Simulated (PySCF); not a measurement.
The vertical singlet excitations below were computed for one of the candidates. Method: TDDFT PBE0/def2-SVPD, vertical, gas phase, core orbitals frozen in the response (PySCF 2.14.0, density-fitted response routines). Geometries: PBE0-D3(BJ)/def2-SVP, one conformer each.

| state | E (eV) | λ (nm) | f |
| --- | --- | --- | --- |
| S1 | 6.21 | 199.5 | 0.022 |
| S2 | 6.84 | 181.4 | 0.0083 |
| S3 | 7.21 | 171.9 | 0.0068 |
| S4 | 7.23 | 171.5 | 0.0069 |
| S5 | 8.03 | 154.4 | 0.054 |
| S6 | 8.06 | 153.9 | 0.0012 |

Task: Which structure fits? All have the formula C6H15N.
A. triethylamine, `CCN(CC)CC`
B. 3,3-dimethylbutylamine, `CC(C)(C)CCN`
C. n,2,2-trimethylpropan-1-amine, `CNCC(C)(C)C`
D. methylethylisopropylamine, `CCN(C)C(C)C`

Result: B. Its S1, at 6.21 eV, is the highest among the candidates; the nearest of the others has S1 at 5.82 eV. S1 is HOMO→LUMO (69%), HOMO→LUMO+1 (30%). Löwdin shares by element: HOMO nitrogen 60%, carbon 20% or more, hydrogen 6% or more; LUMO carbon 35% or more (atoms not listed hold the other 65%). At the same level the other candidates give, for their lowest levels:
- `CNCC(C)(C)C`: 5.82 eV (f 0.005); 6.51 eV (f 0.007); 6.62 eV (f 0.021); 7.09 eV (f 0.044); 7.37 eV (f 0.006); HOMO -6.36, LUMO 0.63 eV
- `CCN(CC)CC`: 5.54 eV (f 0.018); 6.02 eV (f 0.018); 6.17 eV (f 0.015); 6.27 eV (f 0.013); 6.97 eV (f 0.024); T1 5.44 eV; HOMO -5.88, LUMO 0.73 eV
- `CCN(C)C(C)C`: 5.54 eV (f 0.007); 6.17 eV (f 0.009); 6.19 eV (f 0.008); 6.31 eV (f 0.042); 6.98 eV (f 0.033); HOMO -5.89, LUMO 0.72 eV

Shape of the structure used: `[CH3:1][C:2]([CH3:3])([CH3:4])[CH2:5][CH2:6][NH2:7]`: C1–C2–C5–C6 180°, C2–C5–C6–N7 180°, H–N7–C6–C5 -58°, H–N7–C6–C5 58°.
Triplets come from the Tamm–Dancoff approximation.
